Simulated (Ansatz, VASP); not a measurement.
**Two plane-wave programs on Sc**

The input INCAR:

```
PREC = Accurate
ENCUT = 520
EDIFF = 1E-8
ISMEAR = -1
SIGMA = 0.03
LREAL = F
LASPH = T
NELM = 100
ALGO = Normal
ISIF = 2
LWAVE = F
LCHARG = F
GGA = PE
LEFG = T
NBANDS = 12
```

KPOINTS

```
Automatic mesh
0
Gamma
  12 12 12
```

POSCAR

```
Sc
1.0
    0.0000000000      2.2877227499      2.2364425000
    2.2877227499      0.0000000000      2.2364425000
    2.2877227499      2.2877227499      0.0000000000
Sc
1
Direct
    0.0000000000      0.0000000000      0.0000000000
```

Input for Ansatz:

```yaml
crystal:
  lattice:
    - [0.0, 2.2877227499, 2.2364425]
    - [2.2877227499, 0.0, 2.2364425]
    - [2.2877227499, 2.2877227499, 0.0]
  atoms:
    - { symbol: Sc, position: [0.0, 0.0, 0.0] }
kpoints:
  mp_grid: { grid: [12, 12, 12] }
scf:
  occupations: { method: fermi_dirac, width: 0.03 }
hamiltonian:
  xc: pbe
  pseudopotentials: { kind: paw }
output:
  forces: true
  stress: true
  eigenvalues: true
  efg: { contact_densities: true }
```

Change from the starting cell: z stretched by -1.5 % at fixed volume, PAW files.

Alike in both runs: task electric field gradients; functional PBE; k mesh 12 × 12 × 12; occupations fermi-dirac, width 0.03 eV; no spin polarisation.

|  | VASP | Ansatz |
| --- | --- | --- |
| version | VASP 6.6.1 | Ansatz 0.2.0 |
| potentials or method | VASP PAW PBE potentials, release 64 (Sc_sv) | PAW with Ansatz's default frozen-core files, scalar-relativistic |
| plane-wave cutoff (eV) | 520 | 420 |
| valence electrons in the cell | 11 | 11 |

|  | VASP | Ansatz | Ansatz less VASP |
| --- | --- | --- | --- |
| pressure (GPa) | 3.0 | 2.9 | -0.03 |
| largest component of the traceless stress (GPa) | 0.46 | 0.46 | -0.002 |
| Vzz of the field gradient on the site that differs most (V/Å²) | 0.8 | 0.8 | +0.03 |

The functional is the same, so the differences come from potentials, cutoffs and numerics.
